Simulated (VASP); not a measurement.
# AlCo in VASP: notebook

The runs below take AlCo through work function, with PBE, PBEsol.

All numbers are computed with VASP 6.6.1; they aren't measurements. Logs are shortened: lines on timing, memory, paths and dates and some standing lists are left out, and cuts for length are marked.

**1. Starting point**

The cell holds a slab with vacuum, 8 atoms: a = 2.819 Å, b = 2.819 Å, c = 24.868 Å, α = 90.00°, β = 90.00°, γ = 90.00°.

**2. Work function, PBE, collinear spin, ferromagnetic start**

The input, INCAR:

```
PREC = Accurate
ENCUT = 520
EDIFF = 1E-7
ISMEAR = -1
SIGMA = 0.05
LREAL = F
LASPH = T
NELM = 100
ALGO = Normal
ISIF = 2
LWAVE = F
LCHARG = T
ISPIN = 2
MAGMOM = 2 2 2 2 0 0 0 0
LORBIT = 11
LMAXMIX = 4
LDIPOL = T
IDIPOL = 3
DIPOL = 0.5 0.5 0.500
GGA = PE
LELF = T
LVHAR = T
LVACPOTAV = T
```

The input, KPOINTS:

```
Automatic mesh
0
Gamma
  7 7 1
```

The input, POSCAR:

```
AlCo
1.0
    2.8194032100      0.0000000000      0.0000000000
    0.0000000000      2.8194032100      0.0000000000
    0.0000000000      0.0000000000     24.8679112350
Co Al
4 4
Direct
    0.5000000000      0.5000000000      0.3015934844
    0.5000000000      0.5000000000      0.4149686362
    0.5000000000      0.5000000000      0.5283437879
    0.5000000000      0.5000000000      0.6417189397
    0.0000000000      0.0000000000      0.3582810603
    0.0000000000      0.0000000000      0.4716562121
    0.0000000000      0.0000000000      0.5850313638
    0.0000000000      0.0000000000      0.6984065156
```

Potentials or basis: VASP PAW PBE potentials, release 64 (Co, Al).

The run is started by

```
cat potpaw_PBE.64/Co/POTCAR potpaw_PBE.64/Al/POTCAR > POTCAR
mpirun -np 1 vasp_std > vasp.out
```

OUTCAR:

```text
PREC = Accurate
   ENCUT = 520
   EDIFF = 1E-7
   ISMEAR = -1
   LREAL = F
   LASPH = T
   NELM = 100
   ISIF = 2
   ISPIN = 2
   LORBIT = 11
   GGA = PE

 ion  position               nearest neighbor table
   1  0.500  0.500  0.302-   5 2.44   5 2.44   5 2.44   5 2.44   2 2.82
   2  0.500  0.500  0.415-   5 2.44   6 2.44   5 2.44   6 2.44   5 2.44   6 2.44   5 2.44   6 2.44
                             3 2.82   1 2.82
   3  0.500  0.500  0.528-   6 2.44   6 2.44   6 2.44   6 2.44   7 2.44   7 2.44   7 2.44   7 2.44
                             2 2.82   4 2.82
   4  0.500  0.500  0.642-   7 2.44   8 2.44   7 2.44   8 2.44   7 2.44   8 2.44   7 2.44   8 2.44
                             3 2.82
   5  0.000  0.000  0.358-   1 2.44   2 2.44   1 2.44   2 2.44   1 2.44   2 2.44   1 2.44   2 2.44
                             6 2.82
   6  0.000  0.000  0.472-   3 2.44   3 2.44   3 2.44   3 2.44   2 2.44   2 2.44   2 2.44   2 2.44
                             7 2.82   5 2.82
   7  0.000  0.000  0.585-   3 2.44   4 2.44   3 2.44   4 2.44   3 2.44   4 2.44   3 2.44   4 2.44
                             6 2.82   8 2.82
   8  0.000  0.000  0.698-   4 2.44   4 2.44   4 2.44   4 2.44   7 2.82

  LATTYP: Found a simple tetragonal cell.
 ALAT       =     2.8194032100
 C/A-ratio  =     8.8202748535

  Lattice vectors:

 A1 = (   2.8194032100,   0.0000000000,   0.0000000000)
 A2 = (   0.0000000000,   2.8194032100,   0.0000000000)
 A3 = (   0.0000000000,   0.0000000000,  24.8679112350)

Analysis of symmetry for initial positions (statically):
=====================================================================
 Subroutine PRICEL returns:
 Original cell was already a primitive cell.

 Routine SETGRP: Setting up the symmetry group for a
 simple tetragonal supercell.

 Subroutine GETGRP returns: Found  8 space group operations
 (whereof  8 operations were pure point group operations)
 out of a pool of 16 trial point group operations.

The static configuration has the point symmetry C_4v.

Analysis of symmetry for dynamics (positions and initial velocities):
=====================================================================
 Subroutine PRICEL returns:
 Original cell was already a primitive cell.

 Routine SETGRP: Setting up the symmetry group for a
 simple tetragonal supercell.

 Subroutine GETGRP returns: Found  8 space group operations
 (whereof  8 operations were pure point group operations)
 out of a pool of 16 trial point group operations.

The dynamic configuration has the point symmetry C_4v.

Analysis of structural, dynamic, and magnetic symmetry:
=====================================================================
 Subroutine PRICEL returns:
 Original cell was already a primitive cell.

 Routine SETGRP: Setting up the symmetry group for a
 simple tetragonal supercell.

 Subroutine GETGRP returns: Found  8 space group operations
 (whereof  8 operations were pure point group operations)
 out of a pool of 16 trial point group operations.

The overall configuration has the point symmetry C_4v.

 Subroutine INISYM returns: Found  8 space group operations
 (whereof  8 operations are pure point group operations),
 and found     1 'primitive' translations

----------------------------------------------------------------------------------------

                                     Primitive cell

  volume of cell :     197.6759

  direct lattice vectors                    reciprocal lattice vectors
     2.819403210  0.000000000  0.000000000     0.354684990  0.000000000  0.000000000
     0.000000000  2.819403210  0.000000000     0.000000000  0.354684990  0.000000000
     0.000000000  0.000000000 24.867911235     0.000000000  0.000000000  0.040212465

  length of vectors
     2.819403210  2.819403210 24.867911235     0.354684990  0.354684990  0.040212465

  position of ions in fractional coordinates (direct lattice)
     0.500000000  0.500000000  0.301593484
     0.500000000  0.500000000  0.414968636
     0.500000000  0.500000000  0.528343788
     0.500000000  0.500000000  0.641718940
     0.000000000  0.000000000  0.358281060
     0.000000000  0.000000000  0.471656212
     0.000000000  0.000000000  0.585031364
     0.000000000  0.000000000  0.698406516

  ion indices of the primitive-cell ions
   primitive index   ion index
                 1           1
                 2           2
                 3           3
                 4           4
                 5           5
                 6           6
                 7           7
                 8           8

----------------------------------------------------------------------------------------

 KPOINTS: Automatic mesh

Automatic generation of k-mesh.
 Grid dimensions read from file:
 generate k-points for:    7    7    1

 Generating k-lattice:

  Cartesian coordinates                     Fractional coordinates (reciprocal lattice)
     0.050669284  0.000000000  0.000000000     0.142857143  0.000000000  0.000000000
     0.000000000  0.050669284  0.000000000     0.000000000  0.142857143  0.000000000
     0.000000000  0.000000000  0.040212465     0.000000000  0.000000000  1.000000000

  Length of vectors
     0.050669284  0.050669284  0.040212465

  Shift w.r.t. Gamma in fractional coordinates (k-lattice)
     0.000000000  0.000000000  0.000000000

 Subroutine IBZKPT returns following result:
 ===========================================

 Found     10 irreducible k-points:

 Following reciprocal coordinates:
            Coordinates               Weight
  0.000000  0.000000  0.000000      1.000000
  0.142857  0.000000  0.000000      4.000000
  0.285714  0.000000  0.000000      4.000000
  0.428571  0.000000  0.000000      4.000000
  0.142857  0.142857  0.000000      4.000000
  0.285714  0.142857  0.000000      8.000000
  0.428571  0.142857  0.000000      8.000000
  0.285714  0.285714  0.000000      4.000000
  0.428571  0.285714  0.000000      8.000000
  0.428571  0.428571  0.000000      4.000000
   k-points           NKPTS =     10   k-points in BZ     NKDIM =     10   number of bands    NBANDS=     33
   number of dos      NEDOS =    301   number of ions     NIONS =      8
   total plane-waves  NPLWV = 110592
   dimension x,y,z NGX =    24 NGY =   24 NGZ =  192
   dimension x,y,z NGXF=    48 NGYF=   48 NGZF=  384
   ions per type =               4   4
   NGX,Y,Z   is equivalent  to a cutoff of  14.15, 14.15, 12.84 a.u.
   NGXF,Y,Z  is equivalent  to a cutoff of  28.30, 28.30, 25.67 a.u.
 SYSTEM =  unknown system
   PREC   = accura    normal or accurate (medium, high low for compatibility)
   ISTART =      0    job   : 0-new  1-cont  2-samecut
   ICHARG =      2    charge: 1-file 2-atom 10-const
   ISPIN  =      2    spin polarized calculation?
   LNONCOLLINEAR =      F non collinear calculations
   LSORBIT =      F    spin-orbit coupling
   LASPH  =      T    aspherical Exc in radial PAW
   ENCUT  =  520.0 eV  38.22 Ry    6.18 a.u.   5.24  5.24 46.24*2*pi/ulx,y,z
   NELM   =    100;   NELMIN=  2; NELMDL= -5     # of ELM steps
   EDIFF  = 0.1E-06   stopping-criterion for ELM
   LREAL  =      F    real-space projection
   EDIFFG = 0.1E-05   stopping-criterion for IOM
   NSW    =      0    number of steps for IOM
   IBRION =     -1    ionic relax: 0-MD 1-quasi-New 2-CG
   NFREE  =      0    steps in history (QN), initial steepest desc. (CG)
   ISIF   =      2    stress and relaxation
   ISYM   =      2    0-nonsym 1-usesym 2-fastsym
   POTIM  = 0.5000    time-step for ionic-motion
   TEBEG  =    0.0;   TEEND  =   0.0 temperature during run
   PSTRESS=    0.0 pullay stress
   NELECT =      48.0000    total number of electrons
   NUPDOWN=      -1.0000    fix difference up-down
   EMIN   =  10.00;   EMAX   =-10.00  energy-range for DOS
   EFERMI =   0.00;   METHOD = LEGACY
   ISMEAR =    -1;   SIGMA  =   0.05  broadening in eV -4-tet -1-fermi 0-gaus
   EFERMI_NEDOS =   21; number of points for ismear=-14 and -15
   IALGO  =     38    algorithm
   IMIX   =      4    mixing-type and parameters
     AMIX     =   0.40;   BMIX     =  1.00
     AMIX_MAG =   1.60;   BMIX_MAG =  1.00
  volume/ion in A,a.u.               =      24.71       166.75
  Fermi-wavevector in a.u.,A,eV,Ry     =   1.021341  1.930054 14.192741  1.043137
  Thomas-Fermi vector in A             =   2.154960
   LORBIT       =     11    0 simple, 1 ext, 2 COOP (PROOUT), +10 PAW based schemes
   GGA     = PE    functional components
   LHFCALC =     F    Hartree Fock is set to
   AEXX    =    0.0000 exact exchange contribution
   IVDW    =     0    specifies the selected vdW correction
   LEPSILON=     F    determine dielectric tensor
   LRPA    =     F    only Hartree local field effects (RPA)
 spin polarized calculation
  energy-cutoff  :      520.00
  volume of cell :      197.68
 maximum number of plane-waves:      5341
 NGX is ok and might be reduce to    24
   NGX = 11   NGY = 11   NGZ = 93

 dipolmoment           0.000000      0.000000      0.010040 electrons x Angstroem

 number of electron      47.9999988 magnetization       2.0546924

 dipolmoment           0.000000      0.000000     -0.025809 electrons x Angstroem

 Free energy of the ion-electron system (eV)
  ---------------------------------------------------
  ext. energy  EPLUGINS =         0.00000000
  ---------------------------------------------------
  free energy    TOTEN  =       -45.01324597 eV

  energy without entropy =      -44.96162412  energy(sigma->0) =      -44.98743505

 E-fermi :   2.7632     XC(G=0):  -6.5682

 val. band max:        2.7616534740   @ k =   0.4286   0.1429   0.0000
 cond. band min:       2.8282429969   @ k =   0.4286   0.4286   0.0000
 fundamental gap:      0.0665895229
 Fermi energy:         2.7631583791

 spin component 1

 k-point     1 :       0.0000    0.0000    0.0000
  band No.  band energies     occupation
      1      -8.1331      1.00000
      2      -7.3699      1.00000
      3      -6.1739      1.00000
      4      -4.6657      1.00000
      5      -2.9491      1.00000
      6      -1.4523      1.00000
[... 25 lines left out ...]
     32       8.5689      0.00000
     33       9.3359      0.00000
[... 292 lines left out ...]
      2      -2.2625      1.00000
      3      -1.6875      1.00000
      4      -1.2917      1.00000
      5      -1.0022      1.00000
      6      -0.9024      1.00000
[... 25 lines left out ...]
     32       6.0173      0.00000
     33       6.1138      0.00000
 Fermi energy:         2.7631583791

 spin component 2

 k-point     1 :       0.0000    0.0000    0.0000
  band No.  band energies     occupation
      1      -8.1515      1.00000
      2      -7.3859      1.00000
      3      -6.1747      1.00000
      4      -4.6418      1.00000
      5      -2.8452      1.00000
      6      -1.2109      1.00000
[... 25 lines left out ...]
     32       8.7279      0.00000
     33       9.3241      0.00000
[... 293 lines left out ...]
      3      -1.6136      1.00000
      4      -1.2208      1.00000
      5      -0.9574      1.00000
      6      -0.8344      1.00000
[... 25 lines left out ...]
     32       6.1705      0.00000
     33       6.4699      0.00000

------------------------ aborting loop because EDIFF is reached ----------------------------------------

  FORCE on cell =-STRESS in cart. coord.  units (eV):
  Direction    XX          YY          ZZ          XY          YZ          ZX
  --------------------------------------------------------------------------------------
  -------------------------------------------------------------------------------------
  Total        0.6870360      0.6870360      3.9185087      0.0000000      0.0000000      0.0000000
  in kB        5.5684768      5.5684768     31.7597963      0.0000000      0.0000000      0.0000000
  external PRESSURE =      14.2989166 kB  Pullay stress =       0.0000000 kB

 VOLUME and BASIS-vectors are now :
 -----------------------------------------------------------------------------
  energy-cutoff  :      520.00
  volume of cell :      197.68
      direct lattice vectors                 reciprocal lattice vectors
     2.819403210  0.000000000  0.000000000     0.354684990  0.000000000  0.000000000
     0.000000000  2.819403210  0.000000000     0.000000000  0.354684990  0.000000000
     0.000000000  0.000000000 24.867911235     0.000000000  0.000000000  0.040212465

 POSITION                                       TOTAL-FORCE (eV/Angst)
 -----------------------------------------------------------------------------------
      1.40970      1.40970      7.50000        -0.000000      0.000000     -0.294105
      1.40970      1.40970     10.31940        -0.000000      0.000000      0.311021
      1.40970      1.40970     13.13881        -0.000000      0.000000     -0.043361
      1.40970      1.40970     15.95821        -0.000000     -0.000000      0.678998
      0.00000      0.00000      8.90970        -0.000000     -0.000000     -0.396561
      0.00000      0.00000     11.72910         0.000000     -0.000000     -0.069427
      0.00000      0.00000     14.54851        -0.000000     -0.000000     -0.086617
      0.00000      0.00000     17.36791        -0.000000     -0.000000     -0.099949
 -----------------------------------------------------------------------------------
    total drift:                                0.000000     -0.000000     -0.000392

  FREE ENERGIE OF THE ION-ELECTRON SYSTEM (eV)
  ---------------------------------------------------
  free  energy   TOTEN  =       -45.0132459717 eV

  energy  without entropy=      -44.9616241203  energy(sigma->0) =      -44.98743505

 vacuum level on the upper side and lower side of the slab         6.677         7.265

 total charge

# of ion       s       p       d       tot
------------------------------------------
    1        0.414   0.315   7.357   8.085
    2        0.451   0.531   7.529   8.511
    3        0.448   0.532   7.534   8.514
    4        0.453   0.527   7.526   8.506
    5        0.406   0.439   0.000   0.846
    6        0.400   0.443   0.000   0.843
    7        0.398   0.444   0.000   0.843
    8        0.420   0.368   0.000   0.789
--------------------------------------------------
tot          3.390   3.600  29.946  36.936

 magnetization (x)

# of ion       s       p       d       tot
------------------------------------------
    1        0.016   0.004   1.277   1.298
    2       -0.000  -0.008   0.098   0.089
    3       -0.001  -0.005   0.107   0.102
    4        0.013  -0.006   0.467   0.474
    5       -0.006  -0.013   0.000  -0.020
    6       -0.000  -0.003   0.000  -0.003
    7       -0.001  -0.004   0.000  -0.005
    8        0.009   0.020   0.000   0.028
--------------------------------------------------
tot          0.028  -0.015   1.950   1.963
```

Wall time 8 min (1 thread of AMD EPYC 9R45 (Zen 5), shared host); peak memory 0.44 GiB.

Results:

| Quantity | Value |
| --- | --- |
| Free energy | -45.0132 eV |
| Largest force | 0.679 eV/Å |
| Band gap on the k mesh | none (metal or under the smearing width) |
| Net moment | 2.05 μB per cell |
| Site moments | Co +1.30, +0.09, +0.10, +0.47; Al -0.02, -0.00, -0.01, +0.03 μB |
| Valence electrons inside the program's atomic spheres | Co 8.09, 8.51; Al 0.85, 0.84, 0.79 |
| Work function of the upper face | 3.91 eV |
| Work function of the lower face | 4.50 eV |

Forces in eV/Å, atoms in the order of the input:
```
Co   0.000  0.000 -0.294
Co   0.000  0.000  0.311
Co   0.000  0.000 -0.043
Co   0.000  0.000  0.679
Al   0.000  0.000 -0.397
Al   0.000  0.000 -0.069
Al   0.000  0.000 -0.087
Al   0.000  0.000 -0.100
```

Levels at points of the mesh, in eV from the Fermi level:
Spin up:
```
           k point  band 24  band 25  band 26  band 27  band 28  band 29
(0.00, 0.00, 0.00)    -0.74    -0.70    -0.68     0.75     2.14     3.41
```
Spin down:
```
           k point  band 20  band 21  band 22  band 23  band 24  band 25  band 26  band 27
(0.00, 0.00, 0.00)    -0.64    -0.59    -0.18    -0.18    -0.09     0.24     0.56     1.01
```

[end of part 1 of 2]
